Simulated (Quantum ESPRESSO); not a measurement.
Runs of Quantum ESPRESSO 7.5 on SnO2 (Cassiterite). The structure is tetragonal, space group P4_2/mnm (No. 136). Conventional cell: a = 4.738 Å, b = 4.738 Å, c = 3.187 Å, α = 90.00°, β = 90.00°, γ = 90.00°. Around Sn (site symmetry mmm) lie 6 O at 2.05 to 2.06 Å. O (site symmetry m2m) has 3 Sn at 2.05 to 2.06 Å as nearest neighbours. 

```tsv
task	level	potentials or basis	cell	k mesh	cutoff (eV)	SCF threshold	form of the LDA correlation	ASE optimiser	dispersion computed by	symmetry	gap on the mesh (eV)	pressure (GPa)	V0 of scaled cells (Å³/atom)	B0 (GPa)	largest force (eV/Å)
band structure	PBEsol	GBRV 1.5 PBEsol	as given	6 × 6 × 8	925	1.2e-09 Ry	-	-	-	-	1.19	(a)	-	-	0.21
equation of state	LDA	GBRV 1.5 LDA	as given	5 × 5 × 7	925	1.2e-09 Ry	PZ81	-	-	-	-	-	11.93	215	-
relaxation of cell and atoms	PBE+D4	PseudoDojo 0.4.1 SR PBE standard	relaxed	5 × 5 × 7	1143	1.2e-09 Ry	-	LBFGS	dftd4 4.3.1 through ASE	-	0.78	0.0	-	-	-
equation of state	PBEsol+D4	PseudoDojo 0.4.1 SR PBEsol standard	as given	5 × 5 × 7	1143	1.2e-09 Ry	-	-	dftd4 4.3.1 through ASE	-	-	-	12.15	203	-
equation of state	PBEsol	GBRV 1.5 PBEsol	as given	6 × 6 × 8	925	1.2e-09 Ry	-	-	-	-	-	-	12.22	200	-
band structure	r2SCAN	SG15 PBE 1.2	as given	4 × 4 × 6	1197	1e-08 Ry	-	-	-	off	1.24	(c)	-	-	0.25
band structure	LDA	GBRV 1.5 LDA	as given	6 × 6 × 8	925	1.2e-09 Ry	PZ81	-	-	-	(d)	(b)	-	-	0.17
phonons	LDA	JTH 2.0 LDA	relaxed	6 × 6 × 8, shifted	707	1.2e-09 Ry	PW92	-	-	-	-	0.0	-	-	-
```

Alike in all rows: no spin polarisation; smearing fermi-dirac 0.05 eV.

Question: Estimate the missing entries.

Answer: (a) 5.0; (b) -0.1; (c) 3.3; (d) 1.15.

Caveats: spin-orbit coupling is left out, which moves the levels of the heavy elements (some runs); the cell was scaled at fixed shape and fractional positions, which overstates the stiffness of a crystal with free parameters, most of all of layers and chains (some runs); an odd mesh through Γ misses points on the zone boundary, where band edges often lie (some runs); the potentials were made for another functional, which shifts forces and pressure (some runs).

A k mesh can miss the band edges, and the runs leave out spin-orbit coupling on Sn.

Not every run made on this cell is shown here.
